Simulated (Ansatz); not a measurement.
**NiSi: zone-centre modes under pressure**

NiSi, Pmmn, a = 3.043 Å, b = 3.270 Å, c = 4.713 Å. This isn't the usual stable structure of the compound. Ansatz: PBE, PAW, 420 eV, Γ-centred 14×12×10 mesh on 4 atoms, Fermi-Dirac smearing 0.15 eV; no spin polarisation. Cell and atoms are relaxed at each pressure with the symmetry kept; optical modes at Γ by linear response, in cm⁻¹, matched by rank (the highest 3 distinct ones).

| P (GPa) | V (Å³/atom) | ω1 | ω2 | ω3 |
| --- | --- | --- | --- | --- |
| 0 | 11.725 | 306.0 | 368.1 | 399.8 |
| 8 | 11.214 | 346.8 | 388.1 | 422.4 |
| 25 | 10.423 | ? | ? | ? |

Question: Get each mode's Grüneisen parameter γ = −d ln ω/d ln V from the other rows and predict the missing frequencies.

Answer: ln(V/V0) = 0.0000, -0.0446, -0.1177; a line through ln(ω/ω0) of the 2 known rows gives ω1: γ = 2.806, predicted 425.7, computed 413.0; ω2: γ = 1.186, predicted 423.2, computed 424.4; ω3: γ = 1.233, predicted 462.2, computed 464.6. The worst miss is 3.1 %: γ isn't constant over this range, and modes matched by rank may have crossed. In a metal these frequencies hang on the mesh and smearing.

Spin polarisation was left out, and a magnetic state may lie lower. The mesh isn't the same in all rows (14×12×10, 16×14×10).